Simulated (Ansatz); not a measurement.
# From band curvature to drive current

Plane-wave DFT in Ansatz, PBE, scalar-relativistic PAW potentials, cutoff 420 eV, no spin-orbit coupling; no spin polarisation. Relaxed crystals whose conduction band edge is a single valley at Γ; masses by central differences along the Cartesian axes of the standard setting.

| crystal | gap (eV) | gap kind | m_x | m_y | m_z (mₑ) |
| --- | --- | --- | --- | --- | --- |
| InP (F-43m) | 0.44 | direct | 0.039 | 0.039 | 0.039 |
| MgO (Fm-3m) | 4.46 | direct | 0.337 | 0.337 | 0.337 |
| ZnO (P6_3mc) | 0.74 | direct | 0.137 | 0.137 | 0.138 |
| SnO₂ (P4_2/mnm) | 0.68 | direct | 0.17 | 0.17 | 0.157 |

**Question.** Take a film 7 nm thick, normal along z, current along x, at 300 K. Work out the injection velocity, the density-of-states capacitance and the confinement shift.

**Answer.** For a non-degenerate gas v_T = √(2k_BT/πm_x) = 5.38×10⁶ cm/s ÷ √(m_x/mₑ); one valley with both spins has C_Q = e²√(m_x m_y)/πħ² = 66.9 μF/cm² × √(m_x m_y)/mₑ; hard walls lift the first subband by ħ²π²/(2m_z t²) = 376 meV nm² ÷ (t² m_z/mₑ).
```tsv
crystal	v_T (10⁷ cm/s)	C_Q (μF/cm²)	shift (meV)
InP (F-43m)	2.72	2.6	197
MgO (Fm-3m)	0.93	22.5	23
ZnO (P6_3mc)	1.45	9.2	56
SnO₂ (P4_2/mnm)	1.30	11.4	49
```

**Question.** With a gate oxide of 1 nm equivalent thickness (3.45 μF/cm²), which gives the most current per gate overdrive in the ballistic limit?

**Answer.** The gate capacitance is the series value C_G = 1/(1/C_ox + 1/C_Q), and the current goes as C_G v_T: InP (F-43m) 1.00, ZnO (P6_3mc) 0.90, SnO₂ (P4_2/mnm) 0.85, MgO (Fm-3m) 0.69 (relative). For an isotropic mass C_G v_T peaks where C_Q = C_ox, at about 0.05 mₑ. This measure doesn't part those within 10 % of the top value: InP (F-43m), ZnO (P6_3mc). C_Q is the degenerate value and v_T the non-degenerate one; at high drain bias only forward-going states fill, which halves C_Q, while degeneracy raises the velocity, so values within about 10 % of each other aren't ranked. Scattering and the charge centroid are left out, and so are side valleys, which confinement lifts less and can make the lowest. Members with gaps over 3 eV here are hard to dope and contact. Where the shift is under 25 meV (MgO (Fm-3m)) higher subbands (the second lies three shifts above the first) fill in part at 300 K, so C_Q is larger than given. Where the shift is over a third of the gap (InP (F-43m)) the band isn't parabolic that far up, so the true shift is smaller and the mass larger. Semilocal functionals give gaps too small and so, as a rule, masses too light.

Cost: about 3.4 core-minutes for the runs cited, on Arm Neoverse V1, AMD EPYC 9R45 (Zen 5) (shared hosts).